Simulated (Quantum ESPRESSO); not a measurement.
GaAs:

```
As Ga
1.0
     0.00000    2.82685    2.82685
     2.82685    0.00000    2.82685
     2.82685    2.82685    0.00000
As Ga
1 1
Direct
  0.75000 0.75000 0.75000
  0.00000 0.00000 0.00000
```

```yaml
Program: Quantum ESPRESSO 7.5
Task: phonons
Functional: PBE
Potentials_or_basis: PseudoDojo 0.4.1 SR PBE standard
Cutoff: 1143 eV
Density_cutoff: 4572 eV
k_mesh: 6 × 6 × 6, shifted
Occupations: fermi-dirac, width 0.05 eV
Spin: no spin polarisation
Mixing_beta: 0.5
Most_SCF_iterations: 120
SCF_threshold: 4e-10 Ry
```

The first run showed a gap, so the response started from a second, tighter run with fixed occupations.

Task: What is the highest optical frequency at the zone centre, leaving out the macroscopic field of polar modes?

Result: 268 cm⁻¹, a mode of symmetry T2 (IR and Raman).

Optical modes at Γ, degenerate ones joined, polar ones without the macroscopic field:
```csv
cm⁻¹,components,symmetry,active in,"IR intensity, summed ((D/Å)²/amu)"
268,3,T2,IR and Raman,8.66
```

Caveat: the cell is more than 3 GPa from zero pressure, which shifts response properties; the shifted mesh misses Γ, where the gap is smaller or closed, so treating the crystal as an insulator may be wrong and the dielectric response too small.
